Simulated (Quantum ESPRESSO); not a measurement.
FeO, 4 atoms in the cell. The structure is hexagonal, space group P6_3/mmc (No. 194). The conventional cell has a = 3.254 Å, b = 3.254 Å, c = 4.536 Å, α = 90.00°, β = 90.00°, γ = 120.00°. Fe (site symmetry -3m) is surrounded by 6 O at 2.19 Å and 2 Fe at 2.27 Å. O (site symmetry -6m2) is surrounded by 6 Fe at 2.19 Å. The cell comes from a database or a generator and needn't be the stable form of this composition.

| Item | Value |
| --- | --- |
| Program | Quantum ESPRESSO 7.5 |
| Task | projected density of states |
| Functional | PBEsol |
| Potentials or basis | GBRV 1.5 PBEsol |
| Cutoff | 612 eV |
| Density cutoff | 4898 eV |
| k mesh | 4 × 4 × 2 |
| Occupations | gaussian, width 0.05 eV |
| Spin | collinear spin, antiferromagnetic start |
| Starting moments | [4.0, -4.0, 0.0, 0.0] μB |
| Fixed moment | 0 μB |
| Hubbard terms | Fe d U = 5 eV |
| Hubbard projectors | ortho-atomic |
| Double | 0 |
| Magnetic state asked for | afm |
| Moments locked | total |
| Start of the occupations | random5 |
| Formal shell electrons | 1 d6, 2 d6 |
| Mixing beta | 0.3 |
| Iterations with occupations held | 5 |
| Dos occupations | tetrahedra_opt |
| Nosym | yes |
| Tot charge | -1 |
| SCF threshold | 1e-06 Ry |
| Most SCF iterations | 100 |
| Mixing ndim | 12 |
| Mixing mode | TF |

Potentials or basis: GBRV 1.5 PBEsol.

Run with:

```bash
$ OMP_NUM_THREADS=1 pw.x -in start.in > start.out
$ cp occup.txt tmp/pwscf.save/occup.txt
$ OMP_NUM_THREADS=1 pw.x -in pw.in > pw.out
$ OMP_NUM_THREADS=1 pw.x -in nscf.in > nscf.out
$ OMP_NUM_THREADS=1 projwfc.x -in projwfc.in > projwfc.out
```

Hardware: 1 thread of Arm Neoverse V1, with other jobs on the host.

Question: Estimate the wall time of this run.

Answer: Wall time 6.8 min on 1 thread of Arm Neoverse V1, with other jobs on the host, peak memory 0.19 GiB. Counts: scf iterations 90, k pools 1, bands 34, k points 20, g dense 32397.
